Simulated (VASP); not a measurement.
# Si (P6_3/mmc) in VASP: notebook

The runs below take Si through single point, with PBE.

Program: VASP 6.6.1. These are calculated values, not measurements. Logs are shortened: lines on timing, memory, paths and dates and some standing lists are left out, and cuts for length are marked.

### Step 1. The structure

The structure is hexagonal, space group P6_3/mmc (No. 194). Conventional cell: a = 3.831 Å, b = 3.831 Å, c = 6.333 Å, α = 90.00°, β = 90.00°, γ = 120.00°. Si (site symmetry 3m) is surrounded by 4 Si at 2.35 to 2.37 Å.

This isn't the form of Si at room conditions, which is diamond.

### Step 2. Single point, PBE

The input, INCAR:

```
PREC = Accurate
ENCUT = 400
EDIFF = 1E-6
ISMEAR = 0
SIGMA = 0.05
LREAL = F
LASPH = T
NELM = 100
ALGO = Normal
ISIF = 2
LWAVE = F
LCHARG = F
GGA = PE
NBANDS = 16
ADDGRID = F
```

The input, KPOINTS:

```
Automatic mesh
0
Gamma
  2 2 1
```

The input, POSCAR:

```
Si
1.0
    3.8313174605      0.0000000000      0.0000000000
   -1.9156587303      3.3180182508      0.0000000000
    0.0000000000      0.0000000000      6.3326220002
Si
4
Direct
    0.6666666667      0.3333333333      0.9369905000
    0.3333333333      0.6666666667      0.4369905000
    0.6666666667      0.3333333333      0.5630095000
    0.3333333333      0.6666666667      0.0630095000
```

Potentials or basis: VASP PAW PBE potentials, release 64 (Si).

Launch:

```console
> cat potpaw_PBE.64/Si/POTCAR > POTCAR
> mpirun -np 1 vasp_std > vasp.out
```

OUTCAR:

```text
PREC = Accurate
   ENCUT = 400
   EDIFF = 1E-6
   ISMEAR = 0
   LREAL = F
   LASPH = T
   NELM = 100
   ISIF = 2
   GGA = PE

 Found      2 irreducible k-points:

 Following reciprocal coordinates:
            Coordinates               Weight
  0.000000  0.000000  0.000000      1.000000
  0.500000  0.000000  0.000000      3.000000
   k-points           NKPTS =      2   k-points in BZ     NKDIM =      2   number of bands    NBANDS=     16
   number of dos      NEDOS =    301   number of ions     NIONS =      4
   total plane-waves  NPLWV =  32928
   dimension x,y,z NGX =    28 NGY =   28 NGZ =   42
   dimension x,y,z NGXF=    56 NGYF=   56 NGZF=   84
   ions per type =               4
   NGX,Y,Z   is equivalent  to a cutoff of  12.15, 12.15, 11.03 a.u.
   NGXF,Y,Z  is equivalent  to a cutoff of  24.30, 24.30, 22.05 a.u.
 SYSTEM =  unknown system
   PREC   = accura    normal or accurate (medium, high low for compatibility)
   ISTART =      0    job   : 0-new  1-cont  2-samecut
   ICHARG =      2    charge: 1-file 2-atom 10-const
   ISPIN  =      1    spin polarized calculation?
   LNONCOLLINEAR =      F non collinear calculations
   LSORBIT =      F    spin-orbit coupling
   LASPH  =      T    aspherical Exc in radial PAW
   ENCUT  =  400.0 eV  29.40 Ry    5.42 a.u.   6.25  6.25 10.33*2*pi/ulx,y,z
   NELM   =    100;   NELMIN=  2; NELMDL= -5     # of ELM steps
   EDIFF  = 0.1E-05   stopping-criterion for ELM
   LREAL  =      F    real-space projection
   EDIFFG = 0.1E-04   stopping-criterion for IOM
   NSW    =      0    number of steps for IOM
   IBRION =     -1    ionic relax: 0-MD 1-quasi-New 2-CG
   NFREE  =      0    steps in history (QN), initial steepest desc. (CG)
   ISIF   =      2    stress and relaxation
   ISYM   =      2    0-nonsym 1-usesym 2-fastsym
   POTIM  = 0.5000    time-step for ionic-motion
   TEBEG  =    0.0;   TEEND  =   0.0 temperature during run
   PSTRESS=    0.0 pullay stress
   NELECT =      16.0000    total number of electrons
   NUPDOWN=      -1.0000    fix difference up-down
   EMIN   =  10.00;   EMAX   =-10.00  energy-range for DOS
   EFERMI =   0.00;   METHOD = LEGACY
   ISMEAR =     0;   SIGMA  =   0.05  broadening in eV -4-tet -1-fermi 0-gaus
   EFERMI_NEDOS =   21; number of points for ismear=-14 and -15
   IALGO  =     38    algorithm
   IMIX   =      4    mixing-type and parameters
     AMIX     =   0.40;   BMIX     =  1.00
     AMIX_MAG =   1.60;   BMIX_MAG =  1.00
  volume/ion in A,a.u.               =      20.13       135.81
  Fermi-wavevector in a.u.,A,eV,Ry     =   0.955384  1.805414 12.418837  0.912759
  Thomas-Fermi vector in A             =   2.084217
   LORBIT       =      0    0 simple, 1 ext, 2 COOP (PROOUT), +10 PAW based schemes
   GGA     = PE    functional components
   LHFCALC =     F    Hartree Fock is set to
   AEXX    =    0.0000 exact exchange contribution
   IVDW    =     0    specifies the selected vdW correction
   LEPSILON=     F    determine dielectric tensor
   LRPA    =     F    only Hartree local field effects (RPA)
 non-spin polarized calculation
 Gauss-broadening in eV      SIGMA  =   0.05
  energy-cutoff  :      400.00
  volume of cell :       80.50
 maximum number of plane-waves:      1473
 NGX is ok and might be reduce to    28
   NGX = 13   NGY = 13   NGZ = 21

 number of electron      15.9999999 magnetization

 Free energy of the ion-electron system (eV)
  ---------------------------------------------------
  ext. energy  EPLUGINS =         0.00000000
  ---------------------------------------------------
  free energy    TOTEN  =       -19.41972461 eV

  energy without entropy =      -19.41972431  energy(sigma->0) =      -19.41972446

 E-fermi :   6.3526     XC(G=0):  -9.3231

 val. band max:        6.1834153607   @ k =   0.0000   0.0000   0.0000
 cond. band min:       6.5247399769   @ k =   0.5000   0.0000   0.0000
 fundamental gap:      0.3413246161
 Fermi energy:         6.3526496657

 k-point     1 :       0.0000    0.0000    0.0000
  band No.  band energies     occupation
      1      -6.0602      2.00000
      2      -3.7460      2.00000
      3      -1.1269      2.00000
      4       4.6421      2.00000
      5       4.6421      2.00000
      6       5.7625      2.00000
[... 8 lines left out ...]
     15      10.2851      0.00000
     16      12.0117      0.00000

 k-point     2 :       0.5000    0.0000    0.0000
  band No.  band energies     occupation
      1      -3.8724      2.00000
      2      -2.3047      2.00000
      3      -1.4587      2.00000
      4       0.1898      2.00000
      5       1.4350      2.00000
      6       3.0879      2.00000
[... 8 lines left out ...]
     15      12.5512      0.00000
     16      14.2053      0.00000

------------------------ aborting loop because EDIFF is reached ----------------------------------------

  FORCE on cell =-STRESS in cart. coord.  units (eV):
  Direction    XX          YY          ZZ          XY          YZ          ZX
  --------------------------------------------------------------------------------------
  -------------------------------------------------------------------------------------
  Total        4.2109472      4.2109472     -2.4107639     -0.0000000      0.0000000     -0.0000000
  in kB       83.8069246     83.8069246    -47.9793964     -0.0000000      0.0000000     -0.0000000
  external PRESSURE =      39.8781509 kB  Pullay stress =       0.0000000 kB

 VOLUME and BASIS-vectors are now :
 -----------------------------------------------------------------------------
  energy-cutoff  :      400.00
  volume of cell :       80.50
      direct lattice vectors                 reciprocal lattice vectors
     3.831317461  0.000000000  0.000000000     0.261006823  0.150692360  0.000000000
    -1.915658730  3.318018251  0.000000000     0.000000000  0.301384720  0.000000000
     0.000000000  0.000000000  6.332622000     0.000000000  0.000000000  0.157912473

 POSITION                                       TOTAL-FORCE (eV/Angst)
 -----------------------------------------------------------------------------------
      1.91566      1.10601      5.93361        -0.000000      0.000000      0.580113
     -0.00000      2.21201      2.76730         0.000000     -0.000000      0.580113
      1.91566      1.10601      3.56533        -0.000000      0.000000     -0.580113
     -0.00000      2.21201      0.39902         0.000000     -0.000000     -0.580113
 -----------------------------------------------------------------------------------
    total drift:                                0.000000     -0.000000      0.000000

  FREE ENERGIE OF THE ION-ELECTRON SYSTEM (eV)
  ---------------------------------------------------
  free  energy   TOTEN  =       -19.4197246060 eV

  energy  without entropy=      -19.4197243051  energy(sigma->0) =      -19.41972446
```

OSZICAR:

```text
N       E                     dE             d eps       ncg     rms          rms(c)
DAV:   1     0.237958374079E+02    0.23796E+02   -0.51765E+03    64   0.662E+02
DAV:   2    -0.180416419743E+02   -0.41837E+02   -0.37753E+02    88   0.105E+02
DAV:   3    -0.199201846629E+02   -0.18785E+01   -0.18488E+01    88   0.220E+01
DAV:   4    -0.199427514527E+02   -0.22567E-01   -0.22565E-01    80   0.303E+00
DAV:   5    -0.199431467193E+02   -0.39527E-03   -0.39527E-03    96   0.382E-01    0.737E+00
DAV:   6    -0.195838279513E+02    0.35932E+00   -0.14713E-01    72   0.176E+00    0.454E+00
DAV:   7    -0.194147974959E+02    0.16903E+00   -0.33487E-01    72   0.278E+00    0.300E-01
DAV:   8    -0.194186327127E+02   -0.38352E-02   -0.20110E-02    64   0.697E-01    0.118E-01
DAV:   9    -0.194194566230E+02   -0.82391E-03   -0.75529E-04    72   0.154E-01    0.881E-02
DAV:  10    -0.194197201963E+02   -0.26357E-03   -0.29944E-04    64   0.879E-02    0.155E-02
DAV:  11    -0.194197217279E+02   -0.15317E-05   -0.42141E-06    88   0.113E-02    0.729E-03
DAV:  12    -0.194197246939E+02   -0.29660E-05   -0.38254E-06    64   0.101E-02    0.161E-03
DAV:  13    -0.194197246060E+02    0.87904E-07   -0.98834E-08    48   0.175E-03
   1 F= -.19419725E+02 E0= -.19419724E+02  d E =-.300926E-06
```

Run time: 4.4 s. Hardware: 1 thread of AMD EPYC 7R13 (Zen 3), shared host; peak memory 0.13 GiB.

These settings aren't checked as converged: the numbers below hold their error.

What came out:

| Quantity | Value |
| --- | --- |
| Free energy | -19.4197 eV |
| Pressure | 4.0 GPa |
| Largest force | 0.580 eV/Å |
| Band gap on the k mesh | 0.34 eV, indirect (least direct gap 0.96 eV) |

Caveat: the k mesh is coarse (spacing up to 0.99 Å⁻¹), so the values aren't converged; an odd mesh through Γ misses points on the zone boundary, where band edges often lie.

### Step 3. Single point, PBE

INCAR is that of step 2.

KPOINTS is that of step 2.

The input, POSCAR:

```
Si
1.0
    3.8313174605      0.0000000000      0.0000000000
   -1.9156587303      3.3180182508      0.0000000000
    0.0000000000      0.0000000000      6.3326220002
Si
4
Direct
    0.6655130000      0.3227030000      0.9380340000
    0.3547120000      0.6831860000      0.4293900000
    0.6599490000      0.3251260000      0.5656880000
    0.3139780000      0.6447660000      0.0617650000
```

Potentials or basis: VASP PAW PBE potentials, release 64 (Si).

Launch:

```console
> cat potpaw_PBE.64/Si/POTCAR > POTCAR
> mpirun -np 1 vasp_std > vasp.out
```

Wall time 6.4 s (1 thread of AMD EPYC 7R13 (Zen 3), shared host); peak memory 0.12 GiB.

These settings aren't checked as converged: the numbers below hold their error.

Results:

* Free energy: -19.2745 eV
* Pressure: 4.0 GPa
* Largest force: 1.609 eV/Å
* Band gap on the k mesh: 0.08 eV, indirect (least direct gap 0.74 eV)

Caveat: the k mesh is coarse (spacing up to 0.99 Å⁻¹), so the values aren't converged; an odd mesh through Γ misses points on the zone boundary, where band edges often lie.

### Step 4. Single point, PBE

Edit INCAR of step 3 so:

```diff
@@ -1,3 +1,3 @@
 PREC = Accurate
-ENCUT = 400
+ENCUT = 460
 EDIFF = 1E-6
```

KPOINTS is that of step 3.

The input, POSCAR:

```
Si
1.0
    3.8313174605      0.0000000000      0.0000000000
   -1.9156587303      3.3180182508      0.0000000000
    0.0000000000      0.0000000000      6.3326220002
Si
4
Direct
    0.6666666667      0.3333333333      0.9369905000
    0.3333333333      0.6666666667      0.4369905000
    0.6666666667      0.3333333333      0.5630095000
    0.3333333333      0.6666666667      0.0630095000
```

Potentials or basis: VASP PAW PBE potentials, release 64 (Si).

Launch:

```console
> cat potpaw_PBE.64/Si/POTCAR > POTCAR
> mpirun -np 1 vasp_std > vasp.out
```

OUTCAR:

```text
PREC = Accurate
   ENCUT = 460
   EDIFF = 1E-6
   ISMEAR = 0
   LREAL = F
   LASPH = T
   NELM = 100
   ISIF = 2
   GGA = PE

 Found      2 irreducible k-points:

 Following reciprocal coordinates:
            Coordinates               Weight
  0.000000  0.000000  0.000000      1.000000
  0.500000  0.000000  0.000000      3.000000
   k-points           NKPTS =      2   k-points in BZ     NKDIM =      2   number of bands    NBANDS=     16
[... 115 lines left out ...]
  Direction    XX          YY          ZZ          XY          YZ          ZX
  --------------------------------------------------------------------------------------
  -------------------------------------------------------------------------------------
  Total        4.2152661      4.2152661     -2.4076647     -0.0000000      0.0000000      0.0000000
  in kB       83.8928802     83.8928802    -47.9177163     -0.0000000      0.0000000      0.0000000
  external PRESSURE =      39.9560147 kB  Pullay stress =       0.0000000 kB

 VOLUME and BASIS-vectors are now :
 -----------------------------------------------------------------------------
  energy-cutoff  :      460.00
  volume of cell :       80.50
      direct lattice vectors                 reciprocal lattice vectors
     3.831317461  0.000000000  0.000000000     0.261006823  0.150692360  0.000000000
    -1.915658730  3.318018251  0.000000000     0.000000000  0.301384720  0.000000000
     0.000000000  0.000000000  6.332622000     0.000000000  0.000000000  0.157912473

 POSITION                                       TOTAL-FORCE (eV/Angst)
 -----------------------------------------------------------------------------------
      1.91566      1.10601      5.93361         0.000000      0.000000      0.580163
     -0.00000      2.21201      2.76730         0.000000     -0.000000      0.580163
      1.91566      1.10601      3.56533        -0.000000      0.000000     -0.580163
     -0.00000      2.21201      0.39902         0.000000     -0.000000     -0.580163
 -----------------------------------------------------------------------------------
    total drift:                                0.000000     -0.000000      0.000000

  FREE ENERGIE OF THE ION-ELECTRON SYSTEM (eV)
  ---------------------------------------------------
  free  energy   TOTEN  =       -19.4203460584 eV

  energy  without entropy=      -19.4203457516  energy(sigma->0) =      -19.42034590
```

stdout:

```text
POSCAR found type information on POSCAR Si
 POSCAR found :  1 types and       4 ions
 scaLAPACK will be used
 LDA part: xc-table for (Slater+PW92), standard interpolation
 POSCAR, INCAR and KPOINTS ok, starting setup
 FFT: planning ... GRIDC
 FFT: planning ... GRID_SOFT
 FFT: planning ... GRID
 WAVECAR not read
 entering main loop
```

It took 4.3 s on 1 thread of AMD EPYC 7R13 (Zen 3), shared host; peak memory 0.13 GiB.

These settings aren't checked as converged: the numbers below hold their error.

What came out:

* Free energy: -19.4203 eV
* Pressure: 4.0 GPa
* Largest force: 0.580 eV/Å
* Band gap on the k mesh: 0.34 eV, indirect (least direct gap 0.96 eV)

Caveat: the k mesh is coarse (spacing up to 0.99 Å⁻¹), so the values aren't converged; an odd mesh through Γ misses points on the zone boundary, where band edges often lie.

### Step 5. The reference run

An earlier run on the cell as given: functional PBE; potentials or basis VASP PAW PBE potentials, release 64 (Si); cutoff 520 eV; k mesh 8 × 8 × 4; occupations fermi-dirac, width 0.05 eV; no spin polarisation.

- Pressure: 1.4 GPa
- Largest force: 0.008 eV/Å
- Band gap on the k mesh: 0.42 eV, indirect (least direct gap 1.03 eV)
